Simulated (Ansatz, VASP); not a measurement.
# Pd in VASP and in Ansatz

Contents of INCAR:

```
PREC     = Accurate       # precision mode
ENCUT    = 520            # plane-wave cutoff, eV
EDIFF    = 1E-6           # SCF threshold, eV
ISMEAR   = -1             # smearing method
SIGMA    = 0.05           # smearing width, eV
LREAL    = False          # projectors in reciprocal space
LASPH    = True           # aspherical terms in the spheres
NELM     = 150            # most SCF steps
ALGO     = Normal         # electronic algorithm
ISIF     = 2              # what is computed and relaxed
LWAVE    = False          # write WAVECAR
LCHARG   = False          # write CHGCAR
ISPIN    = 2              # spin polarisation
MAGMOM   = 0.429 0.429    # initial moments
LORBIT   = 11             # projections on sites
LMAXMIX  = 4              # l up to which the mixer works
GGA      = B5             # functional
ALDAX    = 1.0          
AGGAX    = 1.0          
AGGAC    = 1.0          
ALDAC    = 0.0          
NBANDS   = 21             # bands
```

File KPOINTS:

```
regular mesh
0
Gamma
  15 15 15
```

POSCAR

```
Pd
1.0
    0.0000000000      2.9648909269      2.9648909269
    2.9648909269      0.0000000000      2.9648909269
    2.9648909269      2.9648909269      0.0000000000
Pd
2
Direct
    0.1250000000      0.1250000000      0.1250000000
    0.8750000000      0.8750000000      0.8750000000
```

Input for Ansatz:

```yaml
crystal:
  lattice:
    - [0.0, 2.9648909269, 2.9648909269]
    - [2.9648909269, 0.0, 2.9648909269]
    - [2.9648909269, 2.9648909269, 0.0]
  atoms:
    - { symbol: Pd, position: [0.125, 0.125, 0.125], spin: 0.429 }
    - { symbol: Pd, position: [0.875, 0.875, 0.875], spin: 0.429 }
hamiltonian:
  xc: blyp
  pseudopotentials:
    kind: paw
    azcp:
      Pd: "pseudopotentials/Pd.paw.azcp"
basis:
  ecutwfc: 420
  fft_grid_basis: typed
kpoints:
  mp_grid: { grid: [15, 15, 15], shift: [0, 0, 0] }
magnetization:
  spin_polarized: true
scf:
  occupations: { method: fermi_dirac, width: 0.05 }
```

This isn't the form of Pd at room conditions, which is fcc.

Alike in both runs: task single point; functional BLYP; k mesh 15 × 15 × 15; occupations fermi-dirac, width 0.05 eV; collinear spin.

|  | VASP | Ansatz |
| --- | --- | --- |
| version | VASP 6.6.1 | Ansatz 0.2.0 |
| potentials or method | VASP PAW PBE potentials, release 64 (Pd) | plane waves (420 eV) with PAW, scalar-relativistic |
| plane-wave cutoff (eV) | 520 | 420 |
| valence electrons in the cell | 20 | 36 |

```csv
,VASP,Ansatz,Ansatz less VASP
net moment per atom (μB),0.43,0.43,+0.003
size of the moment on the site where the two differ most (μB),0.42,0.42,-0.001
```

Site moments also hang on the region over which each program counts them. With one functional, cell and mesh, what is left measures potentials, basis and numerics. The two sets of potentials don't hold the same shells in valence.
